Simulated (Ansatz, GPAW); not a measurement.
# Geometry or basis: what sets the conductance of a C3 chain between two Rh chains

Wanted: T(E) of a C3 chain between two Rh chains at a relaxed geometry in two programs, beside the unrelaxed structure.

Calculated with GPAW 26.7.0 and Ansatz 0.2.0; Ansatz plane waves; relaxation of the junction with the lead ends held, in the first sound run; inputs show where later runs differ.

Report form: the programs' logs are mostly left out.

## Step 1: Set-up

The cell holds 19 atoms: 16 Rh and 3 C. Cell: a = 9.000 Å, b = 9.000 Å, c = 40.601 Å, α = 90.0°, β = 90.0°, γ = 90.0°. Regions: left lead, 8 atoms (8 Rh); channel, 3 atoms (3 C); right lead, 8 atoms (8 Rh). Vacuum lies along a and b. The structure is stacked along c, and the current runs across the ab planes.

## Step 2: Relaxing the atoms

Transmission follows bond lengths closely, so the atoms between the held lead ends are relaxed first, from a slightly shaken start that lets symmetry break.

Input file input.yaml:

```yaml
crystal:
  lattice:
    - [9.0, 0.0, 0.0]
    - [0.0, 9.0, 0.0]
    - [0.0, 0.0, 40.6014]
  atoms:
    - { symbol: Rh, position: [0.5, 0.5, 0.0283241465] }
    - { symbol: Rh, position: [0.5, 0.5, 0.0849724394] }
    - { symbol: Rh, position: [0.5, 0.5, 0.1416207323] }
    - { symbol: Rh, position: [0.5, 0.5, 0.1982690252] }
    - { symbol: Rh, position: [0.5, 0.5, 0.2549173181] }
    - { symbol: Rh, position: [0.5, 0.5, 0.311565611] }
    - { symbol: Rh, position: [0.4987665841, 0.5033135956, 0.3685211772] }
    - { symbol: Rh, position: [0.4979394543, 0.5022404693, 0.4237907687] }
    - { symbol: C, position: [0.5019782821, 0.4981272343, 0.4688174199] }
    - { symbol: C, position: [0.5014636355, 0.497442504, 0.4990357737] }
    - { symbol: C, position: [0.5011397589, 0.4978461897, 0.5331277866] }
    - { symbol: Rh, position: [0.5026731998, 0.4960597825, 0.5744077924] }
    - { symbol: Rh, position: [0.5010561056, 0.5010401475, 0.6312490288] }
    - { symbol: Rh, position: [0.5, 0.5, 0.688434389] }
    - { symbol: Rh, position: [0.5, 0.5, 0.7450826819] }
    - { symbol: Rh, position: [0.5, 0.5, 0.8017309748] }
    - { symbol: Rh, position: [0.5, 0.5, 0.8583792677] }
    - { symbol: Rh, position: [0.5, 0.5, 0.9150275606] }
    - { symbol: Rh, position: [0.5, 0.5, 0.9716758535] }
kpoints:
  mp_grid: { grid: [1, 1, 2] }
hamiltonian:
  xc: pbe
scf:
  occupations: { method: fermi_dirac, width: 0.1 }
relax:
  f_tol: 0.03
  max_steps: 80
  constraints: [{ sites: [0, 1, 2, 3, 4, 5, 13, 14, 15, 16, 17, 18] }]
```

On the command line:

```
$ ansatz run input.yaml --threads 4 --pin off --max-ram 8192MiB --backend cpu --events-out ev --progress --plain --runs-dir out
```

Elapsed: 1.8 min, on 4 threads of Intel Xeon Platinum 8559C (Emerald Rapids), shared host; peak memory 5 GiB.

Relaxation path:

```
step  energy less that of the first step (eV)  largest force component (eV/Å)
   1                                   0.0000                          6.3847
   2                                  -0.3844                          3.5672
   3                                  -0.6325                          0.5201
   4                                  -0.8616                          2.5126
   5                                  -1.0692                          1.3201
   6                                  -1.1345                          0.4632
   7                                  -1.1576                          0.0373
   8                                  -1.1568                          0.0861
   9                                  -1.1589                          0.0103
  10                                  -1.1592                          0.0109
```

Relaxation step 8 was tried and not accepted.

The atoms that moved most (Å):

```
atom      dx      dy      dz  length
 Rh8  -0.443   0.384   0.006   0.587
Rh12   0.347  -0.459   0.065   0.579
 Rh7   0.250  -0.248  -0.016   0.353
Rh13  -0.209   0.248   0.025   0.325
  C9  -0.120   0.104  -0.039   0.164
 C11   0.073  -0.092  -0.041   0.125
 C10  -0.016   0.016   0.038   0.045
```

Numbers from this step:

| Property | Result |
| --- | --- |
| free energy | -103143.7901 eV |
| smearing term TS | 1.568 eV |
| symmetry operations | 1 |

The relaxation lowered the energy of the cell by 1.16 eV.

## Step 3: Plane waves, PBE

A plane-wave run comes first: its basis does not favour the atoms, so it serves as the reference for the orbital bases.

This step: Ansatz plane waves; Landauer transmission by layers, zero bias (Ansatz 0.2.0).

Input file input.yaml:

```yaml
crystal:
  lattice:
    - [9.0, 0.0, 0.0]
    - [0.0, 9.0, 0.0]
    - [0.0, 0.0, 40.6014]
  atoms:
    - { symbol: Rh, position: [0.5, 0.5, 0.0283241465] }
    - { symbol: Rh, position: [0.5, 0.5, 0.0849724394] }
    - { symbol: Rh, position: [0.5, 0.5, 0.1416207323] }
    - { symbol: Rh, position: [0.5, 0.5, 0.1982690252] }
    - { symbol: Rh, position: [0.5, 0.5, 0.2549173181] }
    - { symbol: Rh, position: [0.5, 0.5, 0.311565611] }
    - { symbol: Rh, position: [0.5265282127, 0.4757172034, 0.3681374502] }
    - { symbol: Rh, position: [0.448715594, 0.5449504594, 0.4239288711] }
    - { symbol: C, position: [0.4886089359, 0.5096732582, 0.4678561957] }
    - { symbol: C, position: [0.4996576043, 0.4991951811, 0.4999799616] }
    - { symbol: C, position: [0.5092515349, 0.4876030892, 0.5321086839] }
    - { symbol: Rh, position: [0.5412556669, 0.4450603325, 0.576018442] }
    - { symbol: Rh, position: [0.4778279068, 0.5285839005, 0.6318630601] }
    - { symbol: Rh, position: [0.5, 0.5, 0.688434389] }
    - { symbol: Rh, position: [0.5, 0.5, 0.7450826819] }
    - { symbol: Rh, position: [0.5, 0.5, 0.8017309748] }
    - { symbol: Rh, position: [0.5, 0.5, 0.8583792677] }
    - { symbol: Rh, position: [0.5, 0.5, 0.9150275606] }
    - { symbol: Rh, position: [0.5, 0.5, 0.9716758535] }
kpoints:
  mp_grid: { grid: [1, 1, 2] }
hamiltonian:
  xc: pbe
scf:
  occupations: { method: fermi_dirac, width: 0.1 }
output:
  transmission:
    leads: [[0, 1]]
    e_range: [-2, 2]
    de: 0.025
    kmesh: [1, 1]
    reduced_basis: true
  write_potential: true
  write_density: true
  volumetric_format: npy
```

The job ended after 100 s (4 threads; peak memory 5.1 GiB; 4.6 min of CPU time).

Numbers from this step:

```
free energy                                             : -103143.7902 eV
lead level                                              : 0 eV from the Fermi level
transmission at the Fermi level (one spin)              : 0.8318
open channels of the lead at the Fermi level (one spin) : 4
step of the potential along the lead                    : 6.9 meV
offset of the lead                                      : 0 Å
filling of the lead less its bulk value, in size        : 70.3 meV
conductance                                             : 0.8426 G₀
```

One spin. The transmission, zone mean by energy, zero at the Fermi level:

energy (eV), transmission, zone mean and a bar:
```
   -2.000       1.57 #######################
   -1.900       1.63 ########################
   -1.800       1.71 #########################
   -1.700       1.81 ###########################
   -1.600       1.90 ############################
   -1.500       1.97 #############################
   -1.400       2.01 ##############################
   -1.300       2.02 ##############################
   -1.200       2.01 ##############################
   -1.100       2.02 ##############################
   -1.000       2.03 ##############################
   -0.925       2.04 ##############################
   -0.900       2.02 ##############################
   -0.800       2.03 ##############################
   -0.700       1.93 ############################
   -0.600       1.36 ####################
   -0.500       1.04 ###############
   -0.400       1.04 ###############
   -0.300       1.20 ##################
   -0.200       1.25 ##################
   -0.100       1.29 ###################
    0.000       0.83 ############
    0.100       0.62 #########
    0.200       0.50 #######
    0.300       0.43 ######
    0.400       0.39 ######
    0.500       0.36 #####
    0.600       0.33 #####
    0.700       0.31 #####
    0.800       0.29 ####
    0.900       0.28 ####
    1.000       0.22 ###
    1.100       0.16 ##
    1.200       0.12 ##
    1.300       0.22 ###
    1.400       0.70 ##########
    1.425       0.96 ##############
    1.500       0.26 ####
    1.600       0.01 
    1.700       0.00 
    1.800       0.00 
    1.900       0.00 
    2.000       0.01
```

One spin. Table of open channels, zone mean by energy, zero at the Fermi level:

```
energy (eV)  open channels, zone mean
     -2.000                         3
     -1.900                         3
     -1.800                         3
     -1.700                         3
     -1.600                         3
     -1.500                         3
     -1.400                         3
     -1.300                         3
     -1.200                         5
     -1.100                         5
     -1.000                         5
     -0.900                         5
     -0.800                         6
     -0.700                         6
     -0.600                         6
     -0.500                         6
     -0.400                         6
     -0.300                         6
     -0.200                         6
     -0.100                         6
      0.000                         4
      0.100                         4
      0.200                         4
      0.300                         4
      0.400                         4
      0.500                         4
      0.600                         4
      0.700                         4
      0.800                         4
      0.900                         4
      1.000                         3
      1.100                         3
      1.200                         1
      1.300                         1
      1.400                         1
      1.500                         1
      1.600                         1
      1.700                         1
      1.800                         1
      1.900                         1
      2.000                         1
```

Crystal 0, spin -, k parallel (0, 0); distinct values, listed up to 1.5 1/Å. Im kz of the slowest decaying states against energy, zero at the Fermi level:

```
energy (eV)  decay 1 (Å⁻¹)  decay 2 (Å⁻¹)  decay 3 (Å⁻¹)  decay 4 (Å⁻¹)
    -2.0000          0.595          0.686          0.687           1.31
    -1.7500          0.524          0.572          0.573           1.29
    -1.5000          0.414          0.415          0.441           1.26
    -1.2500         0.0260         0.0364          0.339           1.23
    -1.0000          0.188           1.21           1.21           1.25
    -0.7500           1.18           1.18           1.22           1.33
    -0.5000           1.15           1.15           1.20           1.31
    -0.2500           1.13           1.13           1.17           1.28
     0.0000          0.225          0.225           1.10           1.10
     0.2500          0.422           1.07           1.11           1.23
     0.5000          0.537          0.537           1.04           1.08
     0.7500          0.620          0.620           1.01           1.01
     1.0000         0.0517          0.686          0.980          0.980
     1.2500         0.0657         0.0673          0.202          0.739
     1.5000          0.133          0.133          0.278          0.784
     1.7500          0.165          0.165          0.335          0.823
     2.0000          0.181          0.181          0.381          0.856
```

Crystal 0, spin -, k parallel (0, 0). Table of Re kz of states that move upwards by energy, zero at the Fermi level:

```
energy (eV)  channel 1 (Å⁻¹)  channel 2 (Å⁻¹)  channel 3 (Å⁻¹)  channel 4 (Å⁻¹)  channel 5 (Å⁻¹)  channel 6 (Å⁻¹)
     -2.000           -0.720           -0.719            0.678                -                -                -
     -1.800           -0.678           -0.677            0.703                -                -                -
     -1.600           -0.638           -0.637            0.728                -                -                -
     -1.400           -0.598           -0.598            0.754                -                -                -
     -1.200           -0.560           -0.560            0.188            0.189            0.780                -
     -1.000           -0.522           -0.522            0.437            0.437            0.808                -
     -0.800           -0.485           -0.485            0.168            0.606            0.606            0.836
     -0.600           -0.448           -0.448            0.302            0.757            0.757            0.866
     -0.400           -0.411           -0.411            0.392            0.898            0.913            0.913
     -0.200           -0.374           -0.373            0.464            0.933             1.11             1.11
      0.000           -0.336           -0.336            0.524            0.971                -                -
      0.200           -0.298           -0.297            0.577             1.01                -                -
      0.400           -0.258           -0.257            0.625             1.06                -                -
      0.600           -0.215           -0.214            0.667             1.12                -                -
      0.800           -0.168           -0.167            0.705             1.20                -                -
      1.000           -0.111           -0.110            0.740                -                -                -
      1.200            0.772                -                -                -                -                -
      1.400            0.801                -                -                -                -                -
      1.600            0.829                -                -                -                -                -
      1.800            0.855                -                -                -                -                -
      2.000            0.880                -                -                -                -                -
```

The electrostatic potential energy of an electron (with the applied field's), less the Fermi level, planar mean oscillates, so the rows of the table below give means over windows of 2.26 Å about each position, cut where the curve ends. Its first 14 maxima inside the range that stand out by 2 % of the span (Å: eV): 2.3: 4.89, 4.7: 4.88, 6.9: 4.89, 9.2: 4.88, 11.6: 4.87, 13.8: 4.87, 16.1: 4.73, 18.3: 5.00, 19.6: 4.99, 21.0: 4.99, 22.3: 5.00, 24.5: 4.73, 26.8: 4.87, 29.0: 4.87. Its first 14 minima: 1.1: 2.93, 3.4: 2.94, 5.8: 2.92, 8.0: 2.92, 10.3: 2.93, 12.7: 2.90, 14.9: 2.86, 17.2: 2.94, 19.0: 4.27, 20.3: 4.35, 21.6: 4.27, 23.4: 2.94, 25.7: 2.86, 27.9: 2.90.

Electrostatic potential energy of an electron (with the applied field's), less the Fermi level, planar mean against z; means over each step:

```
z (Å)  electrostatic potential energy of an electron (with the applied field's), less the Fermi level, planar mean (eV)
 1.13                                                                                                              3.93
 3.39                                                                                                              3.92
 5.65                                                                                                              3.92
 7.91                                                                                                              3.92
10.17                                                                                                              3.92
12.43                                                                                                              3.91
14.69                                                                                                              3.88
16.95                                                                                                              3.91
19.21                                                                                                              4.67
21.47                                                                                                              4.68
23.73                                                                                                              3.90
25.99                                                                                                              3.88
28.25                                                                                                              3.91
30.51                                                                                                              3.92
32.77                                                                                                              3.92
35.03                                                                                                              3.92
37.29                                                                                                              3.92
39.55                                                                                                              3.83
```

The valence density, planar mean oscillates, so the rows of the table below give means over windows of 2.26 Å about each position, cut where the curve ends. Its first 14 maxima inside the range that stand out by 2 % of the span (Å: e/Å³): 1.1: 0.202, 3.4: 0.199, 5.8: 0.202, 8.0: 0.202, 10.3: 0.200, 12.7: 0.202, 14.9: 0.201, 17.2: 0.200, 20.0: 0.0393, 23.4: 0.200, 25.7: 0.201, 27.9: 0.202, 30.3: 0.200, 32.6: 0.202. Its first 14 minima: 2.3: 0.0221, 4.7: 0.0221, 6.9: 0.0219, 9.2: 0.0220, 11.6: 0.0223, 13.8: 0.0222, 16.1: 0.0205, 18.2: 0.0304, 22.4: 0.0305, 24.5: 0.0204, 26.8: 0.0222, 29.0: 0.0223, 31.4: 0.022, 33.7: 0.0219.

The valence density, planar mean by z; means over each step:

```
z (Å)  valence density, planar mean (e/Å³)
 1.13                               0.0925
 3.39                               0.0925
 5.65                               0.0925
 7.91                               0.0924
10.17                               0.0924
12.43                               0.0923
14.69                               0.0927
16.95                               0.0924
19.21                               0.0367
21.47                               0.0367
23.73                               0.0923
25.99                               0.0926
28.25                               0.0922
30.51                               0.0923
32.77                               0.0924
35.03                               0.0924
37.29                               0.0924
39.55                               0.1000
```

The largest of the program's own error estimates on the conductance is 26 %. T at the Fermi level is 0.832 of 4 open channels a spin.

(Continued in part 2 of 3.)

[Logs are printed without paths, hosts, clocks, repeated set-up lines and the standing remarks that a program may print on its own settings, such as how far it seeks lower states.]

[Hosts, paths, dates, database ids (printed as entryN), source tags and the programs' standing remarks are cut or masked in the printed files.]
